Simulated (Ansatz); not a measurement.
# C (Diamond): the cost of one run

Computed with Ansatz 0.2.0, driven from Python. Level of theory: DFT PBEsol, all-electron LAPW.

**1. The system**

The structure is cubic, space group Fd-3m (No. 227). Conventional cell: a = 3.567 Å, b = 3.567 Å, c = 3.567 Å, α = 90.00°, β = 90.00°, γ = 90.00°. C (site symmetry -43m) is surrounded by 4 C at 1.54 Å.

No structure file is read: the coordinates are typed or built in the script.

**2. The script**

File c.py:

```python
'''E(V) of C on LAPW.'''

import warnings

import ansatz as az
from ase.eos import EquationOfState
from ase.units import GPa
import numpy as np

vectors0 = np.array([
    [0.0, 1.78337, 1.78337],
    [1.78337, 0.0, 1.78337],
    [1.78337, 1.78337, 0.0],
])
sites = [
    ('C', (0.0, 0.0, 0.0)),
    ('C', (0.25, 0.25, 0.25)),
]


def on_lattice(cell):
    crystal = az.Crystal(lattice=az.Lattice.of(cell))
    for symbol, position in sites:
        crystal = crystal.atom(symbol, position)
    return crystal

warnings.simplefilter('ignore', az.DeckWarning)

volumes, energies = [], []
for scale in np.linspace(0.94, 1.06, 7):
    cell = vectors0 * scale ** (1 / 3)
    calculation = on_lattice(cell).calculation()
    calculation = calculation.functional('pbesol')
    calculation = calculation.occupations('fixed')
    calculation = calculation.kpoints(9, 9, 9)
    calculation = calculation.pseudopotentials('all_electron', lapw=True)
    data = calculation.run(threads=1).report
    volumes.append(abs(np.linalg.det(cell)) / len(sites))
    energies.append(data['free_energy_ev'] / len(sites))
    print(f'{scale:.3f} {volumes[-1]:9.4f} A^3/atom {energies[-1]:16.5f} eV/atom  (estimated basis error {1000 * data["lapw_basis_errors"]["total_ev_per_atom"]:.2f} meV/atom)')
v0, e0, bulk = EquationOfState(volumes, energies, eos='birchmurnaghan').fit()
print(f'V0 = {v0:.4f} A^3/atom, B0 = {bulk / GPa:.1f} GPa')
```

**3. The run**

Command:

```console
python c.py
```

**Question.** How long does this script take on 1 thread of Arm Neoverse V1, shared host, and how much memory does it need?

About 15 s, with a peak of 0.31 GiB.
